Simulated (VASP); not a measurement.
Write the native input for VASP 6.6.1 that does the following.

| Quantity | Value |
| --- | --- |
| Task | electric field gradients |
| Functional | PBE |
| Potentials or basis | VASP PAW PBE potentials, release 64 (Hg, Te) |
| Cutoff | 520 eV |
| k mesh | 10 × 10 × 10 |
| Occupations | fermi-dirac, width 0.08 eV |
| Spin | no spin polarisation |
| Dipole correction | no |
| Further INCAR settings | ALGO = Normal; EDIFF = 1e-08; NBANDS = 16 |

The structure of HgTe lies in POSCAR:

```
HgTe
1.0
    0.0000000000      2.9215000000      2.9215000000
    2.9215000000      0.0000000000      2.9215000000
    2.9215000000      2.9215000000      0.0000000000
Hg Te
1 1
Direct
    0.0000000000      0.0000000000      0.0000000000
    0.5000000000      0.5000000000      0.5000000000
```

Measurements of this composition are mostly on another form, of space group No. 216.

The input as run:

INCAR

```
SYSTEM = HgTe
PREC     = Accurate       ! precision mode
ENCUT    = 520            ! plane-wave cutoff, eV
EDIFF    = 1E-8           ! SCF threshold, eV
ISMEAR   = -1             ! smearing method
SIGMA    = 0.08           ! smearing width, eV
LREAL    = .False.        ! projectors in reciprocal space
LASPH    = .True.         ! aspherical terms in the spheres
NELM     = 100            ! most SCF steps
ALGO     = Normal         ! electronic algorithm
ISIF     = 2              ! what is computed and relaxed
LWAVE    = .False.        ! write WAVECAR
LCHARG   = .False.        ! write CHGCAR
GGA      = PE             ! functional
LEFG     = .True.       
NBANDS   = 16             ! bands
```

KPOINTS

```
Automatic mesh
0
Gamma
  10 10 10
  0 0 0
```

Potentials or basis: VASP PAW PBE potentials, release 64 (Hg, Te).

Run with:

```bash
$ cat potpaw_PBE.64/Hg/POTCAR potpaw_PBE.64/Te/POTCAR > POTCAR
$ mpirun -np 1 vasp_std > vasp.out
```

Results of the run:

```
Pressure               : 10.6 GPa
Band gap on the k mesh : none (metal or under the smearing width)
```

Wall time 76 s on 1 thread of Intel(R) Xeon(R) Platinum 8175M CPU @ 2.50GHz (Skylake/Cascade Lake) (shared host), peak memory 0.19 GiB.
